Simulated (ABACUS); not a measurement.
# MgSe (Fm-3m) in ABACUS: single point with r2SCAN

Aim: the single point of MgSe with r2SCAN.

All numbers are computed with ABACUS 3.10.1; they aren't measurements. Logs are shortened: lines on timing, memory, paths and dates and some standing lists are left out, and cuts for length are marked.

### Step 1. The crystal as given

The structure is cubic, space group Fm-3m (No. 225). Conventional cell: a = 5.451 Å, b = 5.451 Å, c = 5.451 Å, α = 90.00°, β = 90.00°, γ = 90.00°. Se (site symmetry m-3m) has 6 Mg at 2.73 Å as nearest neighbours. Around Mg (site symmetry m-3m) lie 6 Se at 2.73 Å.

### Step 2. Single point, r2SCAN

Contents of run_abacus.py:

```python
"""ABACUS run from a structure file: ASE reads it, the script writes STRU, KPT and INPUT."""
import re
import subprocess
from ase.io import read
from ase.units import Bohr

atoms = read("MgSe.xyz")
atoms = atoms[(-atoms.numbers).argsort(kind="stable")]  # ABACUS lists atoms element by element
pseudo = {'Se': 'Se_ONCV_PBE-1.2.upf', 'Mg': 'Mg_ONCV_PBE-1.2.upf'}
orbital = {}
magmoms = None
kmesh = [5, 5, 5]
params = {
    'suffix': 'MgSe',
    'calculation': 'scf',
    'basis_type': 'pw',
    'pseudo_dir': './',
    'symmetry': 1,
    'dft_functional': 'MGGA_X_R2SCAN+MGGA_C_R2SCAN',
    'ecutwfc': 101,
    'pseudo_rcut': 7,
    'nspin': 1,
    'nbands': 18,
    'ks_solver': 'dav',
    'smearing_method': 'fd',
    'smearing_sigma': 0.00367493,
    'scf_thr': 1e-08,
    'scf_nmax': 100,
    'mixing_type': 'broyden',
    'mixing_beta': 0.7,
    'cal_force': 1,
    'cal_stress': 1,
    'mixing_tau': 1,
    'out_chg': 1,
    'out_pot': 2,
    'out_elf': 1,
}

symbols = atoms.get_chemical_symbols()
elements = list(dict.fromkeys(symbols))
lines = ["ATOMIC_SPECIES"] + [f"{e} {atoms.get_masses()[symbols.index(e)]:.4f} {pseudo[e]}" for e in elements]
if orbital:
    lines += ["", "NUMERICAL_ORBITAL"] + [orbital[e] for e in elements]
lines += ["", "LATTICE_CONSTANT", f"{1 / Bohr:.10f}", "", "LATTICE_VECTORS"]
lines += [" ".join(f"{x:.10f}" for x in v) for v in atoms.cell]
lines += ["", "ATOMIC_POSITIONS", "Direct"]
for e in elements:
    lines += ["", e, "0.0", str(symbols.count(e))]
    for i, p in enumerate(atoms.get_scaled_positions(wrap=False)):
        if symbols[i] == e:
            mag = "" if magmoms is None else " mag " + " ".join(str(x) for x in (magmoms[i] if isinstance(magmoms[i], list) else [magmoms[i]]))
            lines.append(" ".join(f"{x:.10f}" for x in p) + " 1 1 1" + mag)
open("STRU", "w").write("\n".join(lines) + "\n")
open("KPT", "w").write("K_POINTS\n0\nGamma\n%d %d %d 0 0 0\n" % tuple(kmesh))
open("INPUT", "w").write("INPUT_PARAMETERS\n" + "".join(f"{k:<20s}{v}\n" for k, v in params.items()))

done = subprocess.run(['mpirun', '-np', '4', 'abacus'])
if done.returncode:
    raise SystemExit(done.returncode)
log = open("OUT.MgSe/running_scf.log").read()
print("final energy (eV):", re.findall(r"FINAL_ETOT_IS (\S+)", log))
```

Contents of MgSe.xyz:

```xyz
2
Lattice="0.0000000000 2.7255000000 2.7255000000 2.7255000000 0.0000000000 2.7255000000 2.7255000000 2.7255000000 0.0000000000" Properties=species:S:1:pos:R:3 pbc="T T T"
Se     2.7255000000      2.7255000000      2.7255000000
Mg     0.0000000000      0.0000000000      0.0000000000
```

Potentials or basis: SG15 ONCV 1.2 PBE, plane waves.

Command:

```
$ OMP_NUM_THREADS=1 python run_abacus.py > log
```

running log:

```text
ABACUS v3.10.1

               Atomic-orbital Based Ab-initio Computation at UStc

 ------------------------------------------------------------------------------------

 READING GENERAL INFORMATION
                           global_out_dir = OUT.MgSe/
                           global_in_card = INPUT
                               pseudo_dir = ./
                              orbital_dir =
                                    DSIZE = 4
                                    GSIZE = 1

 READING UNITCELL INFORMATION
                                    ntype = 2
                  lattice constant (Bohr) = 1.88973
              lattice constant (Angstrom) = 1

 READING ATOM TYPE 1
                               atom label = Se
                      L=0, number of zeta = 1
                      L=1, number of zeta = 1
                      L=2, number of zeta = 1
             number of atom for this type = 1

 READING ATOM TYPE 2
                               atom label = Mg
                      L=0, number of zeta = 1
                      L=1, number of zeta = 1
                      L=2, number of zeta = 1
             number of atom for this type = 1

                        TOTAL ATOM NUMBER = 2
DIRECT COORDINATES
    atom                   x                   y                   z     mag                  vx                  vy                  vz
taud_Se1            0.5000000000        0.5000000000        0.5000000000  0.0000        0.0000000000        0.0000000000        0.0000000000
taud_Mg1            0.0000000000        0.0000000000        0.0000000000  0.0000        0.0000000000        0.0000000000        0.0000000000

                          Volume (Bohr^3) = 273.253
                             Volume (A^3) = 40.4919

 Lattice vectors: (Cartesian coordinate: in unit of a_0)
                   +0             +2.7255             +2.7255
              +2.7255                  +0             +2.7255
              +2.7255             +2.7255                  +0
 Reciprocal vectors: (Cartesian coordinate: in unit of 2 pi/a_0)
            -0.183453           +0.183453           +0.183453
            +0.183453           -0.183453           +0.183453
            +0.183453           +0.183453           -0.183453
 The esolver type has been set to : ksdft_pw

                PAO radial cut off (Bohr) = 7

 Read in pseudopotential file is Se_ONCV_PBE-1.2.upf
                     pseudopotential type = NC
          exchange-correlation functional = PBE
                 nonlocal core correction = 0
                        valence electrons = 6
                                     lmax = 2
                           number of zeta = 0
                     number of projectors = 6
                           L of projector = 0
                           L of projector = 0
                           L of projector = 1
                           L of projector = 1
                           L of projector = 2
                           L of projector = 2
 XC functional updated to : MGGA_X_R2SCAN+MGGA_C_R2SCAN
          exchange-correlation functional = MGGA_X_R2SCAN+MGGA_C_R2SCAN
                PAO radial cut off (Bohr) = 7

 Read in pseudopotential file is Mg_ONCV_PBE-1.2.upf
                     pseudopotential type = NC
          exchange-correlation functional = PBE
                 nonlocal core correction = 0
                        valence electrons = 10
                                     lmax = 1
                           number of zeta = 0
                     number of projectors = 4
                           L of projector = 0
                           L of projector = 0
                           L of projector = 1
                           L of projector = 1
 XC functional updated to : MGGA_X_R2SCAN+MGGA_C_R2SCAN
          exchange-correlation functional = MGGA_X_R2SCAN+MGGA_C_R2SCAN
     initial pseudo atomic orbital number = 0

 SETUP THE ELECTRONS NUMBER
            electron number of element Se = 6
      total electron number of element Se = 6
            electron number of element Mg = 10
      total electron number of element Mg = 10
            AUTOSET number of electrons:  = 16
                           occupied bands = 8
                                   NBANDS = 18
                                   NLOCAL = 18

%%%%%%%%%%%%%%%%%%%%%%%%%%%%%%%%%%%%%%%%%%%%%%%%%%%%%%%%%%%%%%%%%%%%%%%%%%%%%%%%%%%%%%%%%%%%%%%%%%%%%%%%%%
 Warning: the number of valence electrons in pseudopotential > 2 for Mg: [Ne] 3s2
 Pseudopotentials with additional electrons can yield (more) accurate outcomes, but may be less efficient.
 If you're confident that your chosen pseudopotential is appropriate, you can safely ignore this warning.
%%%%%%%%%%%%%%%%%%%%%%%%%%%%%%%%%%%%%%%%%%%%%%%%%%%%%%%%%%%%%%%%%%%%%%%%%%%%%%%%%%%%%%%%%%%%%%%%%%%%%%%%%%

 SETUP THE PLANE WAVE BASIS
 energy cutoff for charge/potential (unit:Ry) = 404
            fft grid for charge/potential = [ 48, 48, 48 ]
                        fft grid division = [ 1, 1, 1 ]
        big fft grid for charge/potential = [ 48, 48, 48 ]
[... 50 lines left out ...]
              PURE POINT GROUP OPERATIONS = 48
                   SPACE GROUP OPERATIONS = 48
                              POINT GROUP = O_h
               POINT GROUP IN SPACE GROUP = O_h

 SETUP K-POINTS
                                    nspin = 1
                   Input type of k points = Monkhorst-Pack(Gamma)
                                   nkstot = 125
                       right hand lattice = 1
(for reciprocal lattice: )
                             BRAVAIS TYPE = 2
                     BRAVAIS LATTICE NAME = 02. Cubic I (body-centered)
                                    ibrav = 2
                       right hand lattice = 1
(for k-lattice: )
                             BRAVAIS TYPE = 2
                     BRAVAIS LATTICE NAME = 02. Cubic I (body-centered)
                                    ibrav = 2
                       right hand lattice = 1
                        ROTATION MATRICES = 48
                               nkstot_ibz = 10
K-POINTS REDUCTION ACCORDING TO SYMMETRY
     IBZ    DIRECT_X    DIRECT_Y    DIRECT_Z  WEIGHT  ibz2bz
       1  0.00000000  0.00000000  0.00000000  0.0080       0
       2  0.20000000  0.20000000  0.20000000  0.0640       1
       3  0.40000000  0.40000000  0.40000000  0.0640       2
       4  0.20000000  0.20000000  0.00000000  0.0480       6
       5  0.40000000  0.40000000  0.20000000  0.1920       7
       6 -0.40000000  0.40000000  0.40000000  0.1920       8
       7  0.40000000  0.20000000  0.20000000  0.0960       9
       8  0.40000000  0.40000000  0.00000000  0.0480      12
       9 -0.20000000  0.40000000  0.40000000  0.0960      13
      10 -0.40000000  0.40000000  0.20000000  0.1920      38

                               nkstot now = 10
[... K-POINTS DIRECT COORDINATES: 10 rows ...]

           k-point number in this process = 10
       minimum distributed K point number = 10
[... stars of the k points ...]

[... K-POINTS CARTESIAN COORDINATES: 10 rows ...]

[... K-POINTS DIRECT COORDINATES: 10 rows ...]

 SETUP PLANE WAVES FOR WAVE FUNCTIONS
     energy cutoff for wavefunc (unit:Ry) = 101
              fft grid for wave functions = [ 48, 48, 48 ]
                    number of plane waves = 5961
                         number of sticks = 433

 PARALLEL PW FOR WAVE FUNCTIONS
     PROC   COLUMNS(POT)             PW
        1            109           1492
        2            108           1489
        3            108           1489
        4            108           1491
 --------------- sum -------------------
        4            433           5961

 SETUP NONLOCAL PSEUDOPOTENTIALS IN PLANE WAVE BASIS
 Se non-local projectors:
 projector 1 L=0
 projector 2 L=0
 projector 3 L=1
 projector 4 L=1
 projector 5 L=2
 projector 6 L=2
 Mg non-local projectors:
 projector 1 L=0
 projector 2 L=0
 projector 3 L=1
 projector 4 L=1
      TOTAL NUMBER OF NONLOCAL PROJECTORS = 26

 Init Non-Local PseudoPotential table :
 Init Non-Local-Pseudopotential done.

                                     npwx = 1187

 -------------------------------------------
 SELF-CONSISTENT
 -------------------------------------------
                                 init_chg = atomic

 PW ALGORITHM --------------- ION=   1  ELEC=   1--------------------------------
 Notice: Threshold on eigenvalues was too large.
 hsover_error=0.16 > DRHO=0.0894938
 Origin diag ethr = 0.01
 New diag ethr = 0.000559337

 Density error is 0.0901087696707
                          Error Threshold = 0.000559336544058
----------------------------------------------------------
     Energy           Rydberg                 eV
----------------------------------------------------------
 E_KohnSham     -127.8527960870      -1739.5265320155
 E_Harris       -129.2416247153      -1758.4225149056
 E_Fermi        0.5387674148         7.3303067379
----------------------------------------------------------
[... 63 lines left out ...]
 Density error is 2.38024068729e-09
                          Error Threshold = 4.63722145786e-10
----------------------------------------------------------
     Energy           Rydberg                 eV
----------------------------------------------------------
 E_KohnSham     -127.8698146183      -1739.7580810125
 E_KS(sigma->0) -127.8698146183      -1739.7580810125
 E_Harris       -127.8699240706      -1739.7595701871
 E_band         -25.8448428299       -351.6371264016
 E_one_elec     -71.6906153083       -975.4008613191
 E_Hartree      35.3695073277        481.2268351089
 E_xc           -18.3211828522       -249.2724808896
 E_Ewald        -73.2275237855       -996.3115739128
 E_entropy(-TS) -0.0000000000        -0.0000000000
 E_descf        0.0000000000         0.0000000000
 E_exx          0.0000000000         0.0000000000
 E_Fermi        0.5694815449         7.7481939165
----------------------------------------------------------

 charge density convergence is achieved
 final etot is -1739.758081 eV
 EFERMI = 7.7481939165 eV
The vacuum level is 5.2586588492 eV

 STATE ENERGY(eV) AND OCCUPATIONS    NSPIN == 1
 1/10 kpoint (Cartesian) = 0.0000 0.0000 0.0000 (1158 pws)
       1       -72.0368      0.0160000
       2       -36.8428      0.0160000
       3       -36.8428      0.0160000
       4       -36.8428      0.0160000
       5       -6.99329      0.0160000
       6        6.49421      0.0160000
[... 98 lines left out ...]
       5       -5.69900       0.384000
       6        1.97482       0.384000
[... 10 lines left out ...]
      17        25.0292        0.00000
      18        25.9101        0.00000

[... levels at 4 further k points ...]

------------------------------------------------------------------------------------------
 TOTAL-FORCE (eV/Angstrom)
------------------------------------------------------------------------------------------
                       Se1         0.0000000000         0.0000000000         0.0000000000
                       Mg1         0.0000000000         0.0000000000         0.0000000000
------------------------------------------------------------------------------------------

----------------------------------------------------------------
 TOTAL-STRESS (KBAR)
----------------------------------------------------------------
        13.5394775780         0.0000000000         0.0000000000
         0.0000000000        13.5394775780        -0.0000000000
         0.0000000000        -0.0000000000        13.5394775780
----------------------------------------------------------------
 TOTAL-PRESSURE: 13.539478 KBAR

 --------------------------------------------
 !FINAL_ETOT_IS -1739.7580810125289190 eV
 --------------------------------------------
```

It took 17 s on 4 MPI ranks of Intel Xeon Platinum 8259CL at 2.50GHz (Skylake/Cascade Lake), shared host; peak memory 0.36 GiB.

What came out:

```
Free energy            : -1739.7581 eV
Pressure               : 1.4 GPa
Band gap on the k mesh : 2.86 eV, indirect (least direct gap 3.40 eV)
```

Levels at points of the mesh, in eV from the valence-band top:
```tsv
k point	band 6	band 7	band 8	band 9	band 10	band 11
(0.00, 0.00, 0.00)	0.00	0.00	0.00	3.40	7.95	7.95
```

Caveat: the potentials were made for another functional, which shifts forces and pressure; an odd mesh through Γ misses points on the zone boundary, where band edges often lie. r2SCAN opens gaps a little over a GGA but as a rule still falls short of measured ones.
